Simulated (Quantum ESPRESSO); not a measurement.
Crystal: TaN.

```
Ta N
1.0
     0.00000    2.21132    2.21132
     2.21132    0.00000    2.21132
     2.21132    2.21132    0.00000
Ta N
1 1
Direct
  0.50000 0.50000 0.50000
  0.00000 0.00000 0.00000
```

The cell comes from a database or a generator and needn't be the stable form of this composition.

| Property | Result |
| --- | --- |
| Program | Quantum ESPRESSO 7.5 |
| Task | Hubbard U by linear response |
| Functional | LDA |
| Potentials or basis | JTH 2.0 LDA |
| Cutoff | 544 eV |
| Density cutoff | 3265 eV |
| k mesh | 8 × 8 × 8 |
| Occupations | gaussian, width 0.136 eV |
| Spin | no spin polarisation |
| Hubbard terms | Ta d U = 3 eV |
| Start of the occupations | default |
| Hubbard projectors | ortho-atomic |
| Form of the LDA correlation | PW92 |
| Mixing beta | 0.3 |
| Most SCF iterations | 120 |
| SCF threshold | 4e-10 Ry |
| q mesh | 2 × 2 × 2 |

Question: What Hubbard parameters does linear response give?

Answer: U = 3.27 eV on Ta 5d. The values belong to these projectors, potentials and this ground state, and don't carry over to other codes.

Hubbard U from linear response:
| site | manifold | U (eV) |
| --- | --- | --- |
| 1 | Ta-5d | 3.27 |
On the first site the bare response is -0.776 and the screened one -0.212 eV⁻¹.

Eigenvalues of the final occupation matrices:
| site | spin | trace | eigenvalues |
| --- | --- | --- | --- |
| Ta 1 5d | each | 1.66 | 0.25 0.25 0.38 0.38 0.38 |

Caveat: on PAW files with symmetry the computed U can be off by some tenths of an eV for atoms off the origin; U without spin polarisation on a metal has little footing.
